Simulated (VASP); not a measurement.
Crystal: TiC.

```
Ti C
1.0
     3.04209    0.00000    0.00000
    -1.52104    2.63452    0.00000
     0.00000    0.00000    2.69797
Ti C
1 1
Direct
  0.00000 0.00000 0.50000
  0.33333 0.66667 0.00000
```

The cell was built by a generator and needn't be a form met in nature.

| Property | Result |
| --- | --- |
| Program | VASP 6.6.1 |
| Task | relaxation of cell and atoms |
| Functional | vdW-DF2 |
| Potentials or basis | VASP PAW PBE potentials, release 64 (Ti_sv, C) |
| Cutoff | 600 eV |
| k mesh | 10 × 10 × 10 |
| Occupations | fermi-dirac, width 0.05 eV |
| Spin | no spin polarisation |

At the start: pressure 10.7 GPa; volume 10.81 Å³/atom.

Q: Where does the relaxation end?

A: Over 10 steps the energy falls by 17.9 meV/atom and the volume is 11.38 Å³/atom (+5.2 %); space group P-6m2 (No. 187, to 0.05 Å).

Step by step:
```tsv
step	energy change (eV)	largest force (eV/Å)	pressure (GPa)	volume (Å³)
1	0.0000	0.0001	10.72	21.62
2	0.0024	0.0000	-9.19	23.97
3	-0.0353	0.0001	-0.01	22.73
4	-0.0353	0.0001	0.08	22.71
5	-0.0357	0.0000	0.15	22.73
6	-0.0358	0.0000	0.17	22.74
7	-0.0358	0.0000	0.12	22.74
8	-0.0358	0.0000	0.06	22.74
9	-0.0358	0.0000	0.06	22.74
10	-0.0358	0.0000	0.01	22.75
```

Final structure:
```
Ti C
1.0
     3.09929    0.00000    0.00000
    -1.54964    2.68405    0.00000
     0.00000    0.00000    2.73526
Ti C
1 1
Direct
  0.00000 0.00000 0.50000
  0.33333 0.66667 0.00000
```

Caveat: the PAW data sets were made with another functional, which shifts forces and pressure a little.
